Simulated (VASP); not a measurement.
A run of VASP 6.6.1 is set up as follows.

Contents of INCAR:

```
ALGO = Normal
EDIFF = 1E-6
ENCUT = 520
GGA = PE
ISIF = 2
ISMEAR = 0
KPAR = 4
LASPH = True
LCHARG = True
LREAL = False
LVHAR = True
LWAVE = False
NELM = 80
PREC = Accurate
SIGMA = 0.02
```

Contents of KPOINTS:

```
k-points
0
Gamma
  6 5 6
```

POSCAR

```
Si                                      
1.0
    3.8699723759      0.0000000000      0.0000000000
    0.0000000000      5.4729674200      0.0000000000
    0.0000000000      0.0000000000      3.8664486465
  Si            
     4
Direct
     1.0000000000000000    0.9998738835196669    1.0000000000000000
     0.5000000000000000    0.4998738835196668    0.5000000000000000
     0.0000000000000000    0.2501261164803332    0.5000000000000000
     0.5000000000000000    0.7501261164803331    0.0000000000000000
```

Potentials or basis: VASP PAW PBE potentials, release 64 (Si).

The run is started by

```console
$ cat potpaw_PBE.64/Si/POTCAR > POTCAR
$ mpirun -np 4 vasp_std > vasp.out
```

(1) What does it give for the pressure?

(2) Estimate the largest force.

Answers

(1) -0.1 GPa.

(2) 0.010 eV/Å.
